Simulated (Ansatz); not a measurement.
## CdSe under changes of volume

One of the cells (28.942 Å³/atom); the others are scaled copies at fixed shape and fractional positions:

```
CELL_PARAMETERS angstrom
0.00000 3.07027 3.07027
3.07027 0.00000 3.07027
3.07027 3.07027 0.00000
ATOMIC_POSITIONS crystal
Cd 0.00000 0.00000 0.00000
Se 0.25000 0.25000 0.25000
```

Measurements of this composition are mostly on another form, of space group No. 186.

```yaml
Program: Ansatz 0.2.0
Functional: PBEsol
Dispersion: D3(BJ)+ATM
Potentials_or_basis: all-electron LAPW, scalar-relativistic
Cutoff: 266 eV (chosen from the basis error)
Basis_error_allowed: 0.001 eV/atom
k_mesh: 8 × 8 × 8
Occupations: gaussian, width 0.1 eV
Spin: no spin polarisation
```

| volume (Å³/atom) | energy over the lowest point (meV/atom) | pressure (GPa) | gap on the mesh (eV) |
| --- | --- | --- | --- |
| 27.206 | 0.00 | 0.3 | 0.55 |
| 27.784 | 0.99 | -0.8 | 0.50 |
| 28.363 | 5.94 | -1.9 | 0.46 |
| 28.942 | 14.41 | -2.8 | 0.43 |
| 29.521 | ? | ? | ? |
| 30.100 | 40.34 | -4.3 | 0.35 |
| 30.679 | 57.12 | -5.0 | 0.31 |

Question: What does the run at 29.521 Å³/atom give?

Answer: Energy over the lowest point 26.00 meV/atom; pressure -3.6 GPa; gap on the mesh 0.39 eV.

Worked out: A Birch-Murnaghan fit of order 3 (a polynomial in V^(-2/3)) to the other rows has its minimum at 27.36 Å³/atom with B0 = V·E''(V) = 57 GPa and B' = 4.7. It gives 26.00 meV/atom at 29.521 Å³/atom, against the run's 26.00, and -dE/dV = -3.6 GPa, against -3.6. A straight line through the other rows of the gap, of slope -1.95 eV per unit of ln V (its deformation potential), gives 0.39 eV, against the run's 0.39.

Energies are extrapolated to zero smearing.

Spin-orbit coupling on Cd, Se is left out.
